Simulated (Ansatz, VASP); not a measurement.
## Si5Ru: VASP beside Ansatz

```
Si Ru
1.0
     4.71289    0.00000    0.00000
    -2.35645    4.08148    0.00000
     0.00000    0.00000    4.70810
Si Ru
5 1
Direct
  0.50000 0.00000 0.50000
  0.00000 0.50000 0.50000
  0.50000 0.50000 0.50000
  0.33333 0.66667 0.00000
  0.66667 0.33333 0.00000
  0.00000 0.00000 0.00000
```

Alike in both runs: task relaxation of cell and atoms; functional PBE; k mesh 9 × 9 × 8; occupations gaussian, width 0.1 eV; no spin polarisation.

|  | VASP | Ansatz |
| --- | --- | --- |
| version | VASP 6.6.1 | Ansatz 0.2.0 |
| potentials or method | VASP PAW PBE potentials, release 64 (Si, Ru_pv) | scalar-relativistic, plane waves, PAW |
| plane-wave cutoff (eV) | 600 | 420 |
| valence electrons in the cell | 34 | 36 |

Ansatz gave:

| Quantity | Value |
| --- | --- |
| gap on the k mesh at the Fermi level, each at its own relaxed structure (eV) | none |
| relaxed volume (Å³/atom) | 15.16 |
| relaxed cell length with the largest relative difference (Å) | 4.714 |

Q: Estimate VASP's values.

A: gap on the k mesh at the Fermi level, each at its own relaxed structure (eV): none; relaxed volume (Å³/atom): 15.15; relaxed cell length with the largest relative difference (Å): 4.712.

A gap of «none» marks a metal or a gap that the smearing closes. The two sets of potentials don't hold the same shells in valence.
